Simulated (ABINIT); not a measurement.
PbS:

```
Pb S
1.0
     4.08970    0.00000    0.00000
    -2.04485    3.54178    0.00000
     0.00000    0.00000    3.78817
Pb S
1 1
Direct
  0.00000 0.00000 0.00000
  0.66667 0.33333 0.50000
```

Measurements of this composition are mostly on another form, of space group No. 225.

Base run:

```yaml
Program: ABINIT 10.8.3 (patched build)
Functional: AM05
Potentials_or_basis: JTH PAW PBE v2.0
Cutoff: 707 eV
k_mesh: 8 × 8 × 7
Occupations: fermi-dirac, width 0.05 eV
Spin: no spin polarisation
```

Its results: pressure -2.4 GPa.

Q: After a change of settings the same cell gave: pressure -3.0 GPa. Which change was it?
A. functional from AM05 to BLYP
B. functional from AM05 to r2SCAN
C. functional from AM05 to LDA
D. functional from AM05 to PBEsol

A: D.

Caveats: the PAW data sets were made with another functional, which shifts forces and pressure a little.
